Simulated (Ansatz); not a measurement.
# SiNi: the cost of one run

Program: Ansatz 0.2.0. Level of theory: DFT PBE, scalar-relativistic, plane waves, PAW. These are calculated values, not measurements.

1 further run of the same task is left out (set aside as unsound or not needed). Runs told in other sessions of the task aren't counted.

## (1) Starting point

Symmetry: Pmmn, No. 59, orthorhombic system. Conventional cell: a = 3.055 Å, b = 3.258 Å, c = 4.709 Å, α = 90.00°, β = 90.00°, γ = 90.00°. Si (site symmetry mm2) has 6 Ni at 2.35 to 2.40 Å and 4 Si at 2.68 Å in its first shell of neighbours. Ni (site symmetry mm2) has 6 Si at 2.35 to 2.40 Å and 4 Ni at 2.68 Å in its first shell of neighbours.

Structure file:

```
CELL_PARAMETERS angstrom
3.05528 3.25831 0.00000
3.05528 -3.25831 0.00000
0.00000 0.00000 -4.70939
ATOMIC_POSITIONS crystal
Si 0.50000 0.00000 0.15682
Si 0.00000 0.50000 0.15682
Si 0.00000 0.00000 0.84318
Si 0.50000 0.50000 0.84318
Ni 0.50000 0.00000 0.65769
Ni 0.00000 0.50000 0.65769
Ni 0.00000 0.00000 0.34231
Ni 0.50000 0.50000 0.34231
```

It is built from the cell relaxed beforehand with the same method (11.72 Å³/atom).

## (2) The undisturbed cell

The input, input.yaml:

```yaml
crystal:
  lattice:
    - [3.055283566, 3.2583147222, 0.0]
    - [3.055283566, -3.2583147222, 0.0]
    - [0.0, 0.0, -4.7093899546]
  atoms:
    - { symbol: Si, position: [0.5, 0.0, 0.1568172756] }
    - { symbol: Si, position: [0.0, 0.5, 0.1568172756] }
    - { symbol: Si, position: [0.0, 1.0, 0.8431827244] }
    - { symbol: Si, position: [0.5, 0.5, 0.8431827244] }
    - { symbol: Ni, position: [0.5, 0.0, 0.6576940233] }
    - { symbol: Ni, position: [0.0, 0.5, 0.6576940233] }
    - { symbol: Ni, position: [0.0, 0.0, 0.3423059767] }
    - { symbol: Ni, position: [0.5, 0.5, 0.3423059767] }
basis:
  ecutwfc: 420
kpoints:
  mp_grid: { grid: [12, 12, 10] }
hamiltonian:
  xc: pbe
scf:
  occupations: { method: gaussian, width: 0.15 }
output:
  forces: true
  stress: true
  eigenvalues: true
```

The run is started by

```
> ansatz run input.yaml --threads 2 --pin off --max-ram 5120MiB --backend cpu --events-out ev --progress --plain --runs-dir out
```

**Question.** How long does this run take on 2 threads of Arm Neoverse V2, shared host, and how much memory does it need?

About 28 s, with a peak of 1 GiB.
